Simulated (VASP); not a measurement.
A run of VASP 6.6.1 is set up as follows.

The input INCAR:

```
PREC = Accurate ; ENCUT = 520
EDIFF = 1E-6 ; ISMEAR = 1
SIGMA = 0.1 ; LREAL = F
LASPH = T ; NELM = 80
ALGO = Normal ; ISIF = 2
LWAVE = F ; LCHARG = F
MAGMOM = 0 0 0 0 0 0 0 0 0 0 0 0 0 0 0 0 0 0 0 0 0 0 0 0 ; LORBIT = 11
LSORBIT = T ; GGA_COMPAT = F
LMAXMIX = 4 ; GGA = PE
NBANDS = 124 ; KPAR = 4
```

KPOINTS

```
regular mesh
0
Gamma
  8 8 8
```

POSCAR

```
Nb3Sn                                   
1.0
    5.2569992690      0.0000000000      0.0000000000
    0.0000000000      5.2569992690      0.0000000000
    0.0000000000      0.0000000000      5.2569992690
  Nb              Sn            
     6     2
Direct
     0.2500000000000000    0.0000000000000000    0.5000000000000000
     0.5000000000000000    0.7500000000000000    0.0000000000000000
     0.7500000000000000    0.0000000000000000    0.5000000000000000
     0.5000000000000000    0.2500000000000000    0.0000000000000000
     0.0000000000000000    0.5000000000000000    0.7500000000000000
     0.0000000000000000    0.5000000000000000    0.2500000000000000
     0.0000000000000000    0.0000000000000000    0.0000000000000000
     0.5000000000000000    0.5000000000000000    0.5000000000000000
```

Contents of KPOINTS_OPT:

```
explicit points
188
Reciprocal
 0.0000000000  0.0000000000  0.0000000000 1
 0.0000000000  0.0263157895  0.0000000000 1
 0.0000000000  0.0526315789  0.0000000000 1
 0.0000000000  0.0789473684  0.0000000000 1
 0.0000000000  0.1052631579  0.0000000000 1
 0.0000000000  0.1315789474  0.0000000000 1
[... 180 lines left out ...]
 0.0208055800  0.4791944200  0.0000000000 1
-0.0208055800  0.5208055800  0.0000000000 1
```

Potentials or basis: VASP PAW PBE potentials, release 64 (Nb_sv, Sn_d).

Command:

```console
$ cat potpaw_PBE.64/Nb_sv/POTCAR potpaw_PBE.64/Sn_d/POTCAR > POTCAR
$ mpirun -np 4 vasp_ncl > vasp.out
```

**Question.** What does it give for the pressure?

**Answer.** 5.9 GPa.
